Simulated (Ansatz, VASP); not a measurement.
## Two plane-wave programs on CoO

```
Co O
1.0
     2.71531    0.00000    0.00000
    -1.35766    2.44951    0.00000
     0.00000    0.00000    2.72172
Co O
1 1
Direct
  0.00000 0.00000 0.50000
  0.66667 0.33333 0.00000
```

Change from the starting cell: strain = -0.04.

Alike in both runs: task relaxation of the atoms; functional PBE; k mesh 8 × 8 × 7; occupations fermi-dirac, width 0.05 eV; collinear spin, ferromagnetic start.

|  | VASP | Ansatz |
| --- | --- | --- |
| version | VASP 6.6.1 | Ansatz 0.2.0 |
| potentials or method | VASP PAW PBE potentials, release 64 (Co, O) | Ansatz PAW |
| plane-wave cutoff (eV) | 520 | 420 |
| valence electrons in the cell | 15 | 23 |

```csv
,VASP,Ansatz,Ansatz less VASP
"gap on the k mesh at the Fermi level, each at its own relaxed structure (eV)",none,none,-
net moment per atom (μB),1.50,1.50,0.000
size of the moment on the site where the two differ most (μB),2.54,2.49,-0.047
```

Site moments also hang on the region over which each program counts them. A gap of «none» marks a metal or a gap that the smearing closes. The two sets of potentials don't hold the same shells in valence.

Caveats: a cell with one magnetic atom can't hold antiferromagnetic order, which such compounds often take; semilocal functionals often make such compounds metallic where correlation or magnetic order opens a gap, which also shifts bond lengths.
